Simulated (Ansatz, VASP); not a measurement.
# KCl in VASP and in Ansatz

```
K Cl
1.0
     0.00000    3.21922    3.15610
     3.21922    0.00000    3.15610
     3.21922    3.21922    0.00000
K Cl
1 1
Direct
  0.00000 0.00000 0.00000
  0.50000 0.50000 0.50000
```

Change from the starting cell: equal xx and yy strain of +2 %, crystal datasets.

Alike in both runs: task electric field gradients; functional LDA; k mesh 7 × 7 × 7; occupations fermi-dirac, width 0.03 eV; no spin polarisation.

|  | VASP | Ansatz |
| --- | --- | --- |
| version | VASP 6.6.1 | Ansatz 0.2.0 |
| potentials or method | VASP PAW LDA potentials, release 64 (K_sv, Cl), cutoff 520 eV | all-electron PAW with datasets made for the crystal, scalar-relativistic |

|  | VASP | Ansatz | Ansatz less VASP |
| --- | --- | --- | --- |
| gap on the k mesh at the Fermi level (eV) | 4.59 | 4.58 | -0.004 |
| pressure (GPa) | -2.5 | -2.5 | -0.02 |
| largest component of the traceless stress (GPa) | 0.29 | 0.28 | -0.010 |
| Vzz of the field gradient on the site that differs most (V/Å²) | -3.5 | -3.4 | +0.10 |

Ansatz ran all-electron here, so the differences hold the error of VASP's frozen core and of both bases.

Caveats: an odd mesh through Γ misses points on the zone boundary, where band edges often lie.
